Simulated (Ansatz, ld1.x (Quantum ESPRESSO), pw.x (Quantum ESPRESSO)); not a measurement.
**From atom to crystal: TM potential for rhenium (Re)**

| Item | Value |
| --- | --- |
| Element | rhenium (Re) |
| Generator | ld1.x (Quantum ESPRESSO) 7.5 |
| Type | norm-conserving Troullier–Martins (Kleinman–Bylander form) |
| Functional | PBEsol |
| Relativity | scalar-relativistic |
| Frozen core | [Xe] 4f14 |
| Valence charge | 7 |
| Reference configuration | 5d5 6s2 6p0 |
| Partial waves | 6p (bound, empty): rc 3.00 bohr; 5d (bound): rc 1.90 bohr; 6s (bound): rc 2.45 bohr |
| Local potential | the s channel |
| Core correction | Bessel-smoothed model core inside 2.00 bohr |

Atomic tests: cutoffs needed: 35 Ry and 40 Ry (the cutoffs (Ry, on a coarse ladder) from which the occupation-weighted sum of valence levels, in a spherical-Bessel basis at the reference potential, stays within 10 and 1 mRy of its value at 400 Ry); ghost test: no extra level below or beside the all-electron valence levels (p, d, s, f tested) (spherical-Bessel basis up to 400 Ry, 20 bohr box); largest excitation error: -182 meV (all-electron minus pseudo) for 5d4 6s0 6p0, out of 7 test configurations.

Crystal test: fcc Re in pw.x 7.5, no spin, 15³ k-points, Fermi–Dirac smearing 0.01 Ry, cutoffs 50/200 Ry. The reference is all-electron LAPW (Ansatz 0.2.0) with the same functional, mesh and smearing; V0 and B0 come from Birch–Murnaghan fits to the pressures at five volumes. Errors are pseudo minus all-electron; Δ is the rms difference of the E(V) curves that follow from these fits, minima aligned, over ±6 % about the mean V0. Mesh and smearing are coarse, so the numbers serve the comparison and aren't converged zero-temperature values; the lattice is a test structure that the element need not adopt.

| V (Å³/atom) | P all-electron (GPa) | P pseudo (GPa) |
| --- | --- | --- |
| 13.879 | 22.52 | 36.94 |
| 14.244 | 10.65 | 23.66 |
| 14.609 | 0.26 | 12.04 |
| 14.974 | -8.81 | 1.87 |
| 15.339 | -16.73 | -7.02 |

All-electron: a0 = 3.881 Å (V0 = 14.62 Å³/atom), B0 = 386.6 GPa.

Pseudopotential: mean pressure error (GPa): +11.92; a0 (Å): 3.919; a0 error (%): +0.97; B0 error (%): -1.4; Δ (meV/atom): 36.1. The largest radius (3.00 bohr) exceeds half the bond length (2.59 bohr), so the spheres overlap, which is one possible source of error among others. This is a poor potential for the solid.

**Question.** At the middle volume, how do free energy and pressure move when the wave cutoff is lowered (ecutrho kept at four times it)?

**Answer.**

| cutoff (Ry) | shift of F (meV/atom) | shift of P (GPa) |
| --- | --- | --- |
| 22 | +2380.2 | -99.45 |
| 30 | +168.5 | -12.86 |
| 40 | +2.0 | -0.29 |

Input at the middle volume:

```
&control
  calculation='scf', prefix='x', pseudo_dir='./', outdir='./tmp', tstress=.true., disk_io='low'
/
&system
  ibrav=0, nat=1, ntyp=1, ecutwfc=50, ecutrho=200, nbnd=11,
  occupations='smearing', smearing='fd', degauss=0.01
/
&electrons
  conv_thr=1e-09, mixing_beta=0.4, electron_maxstep=70
/
ATOMIC_SPECIES
Re 1.0 Re.UPF
CELL_PARAMETERS angstrom
  0.00000000 1.94027594 1.94027594
  1.94027594 0.00000000 1.94027594
  1.94027594 1.94027594 0.00000000
ATOMIC_POSITIONS crystal
Re 0.0000 0.0000 0.0000
K_POINTS automatic
15 15 15 0 0 0
```

```bash
pw.x < Re.scf.in > Re.scf.out
```

Lines of the output:

```
Message from routine setup:
     using ibrav=0 with symmetry is DISCOURAGED, use correct ibrav instead
     lattice parameter (alat)  =       5.1853  a.u.
     unit-cell volume          =      98.5864 (a.u.)^3
     number of electrons       =         7.00
     number of Kohn-Sham states=           11
     kinetic-energy cutoff     =      50.0000  Ry
     charge density cutoff     =     200.0000  Ry
     scf convergence threshold =      1.0E-09
     Exchange-correlation= PBESOL
     number of k points=   120  Fermi-Dirac smearing, width (Ry)=  0.0100
     iteration #  1     ecut=    50.00 Ry     beta= 0.40
     total energy              =     -32.84241256 Ry
     estimated scf accuracy    <       0.03265339 Ry
     iteration #  2     ecut=    50.00 Ry     beta= 0.40
     total energy              =     -32.84166433 Ry
     estimated scf accuracy    <       0.00494258 Ry
     iteration #  3     ecut=    50.00 Ry     beta= 0.40
     total energy              =     -32.84246339 Ry
     estimated scf accuracy    <       0.00007939 Ry
     iteration #  4     ecut=    50.00 Ry     beta= 0.40
     total energy              =     -32.84247074 Ry
     estimated scf accuracy    <       0.00000837 Ry
     iteration #  5     ecut=    50.00 Ry     beta= 0.40
     total energy              =     -32.84247208 Ry
     estimated scf accuracy    <       0.00000010 Ry
     iteration #  6     ecut=    50.00 Ry     beta= 0.40
     total energy              =     -32.84247211 Ry
     estimated scf accuracy    <          3.5E-09 Ry
     iteration #  7     ecut=    50.00 Ry     beta= 0.40
     the Fermi energy is    17.5136 ev
!    total energy              =     -32.84247211 Ry
     estimated scf accuracy    <          5.4E-10 Ry
     smearing contrib. (-TS)   =      -0.00366299 Ry
     The total energy is F=E-TS. E is the sum of the following terms:
     one-electron contribution =      14.60377252 Ry
     hartree contribution      =       0.41612427 Ry
     xc contribution           =     -17.22285164 Ry
     ewald contribution        =     -30.63585428 Ry
     convergence has been achieved in   7 iterations
          total   stress  (Ry/bohr**3)                   (kbar)     P=      120.36
```

The run at the middle volume (120 k-points, 7 iterations) took about 6.5 s on one core of a shared host (Neoverse-V2, 32 threads, 247 GiB, load 24).
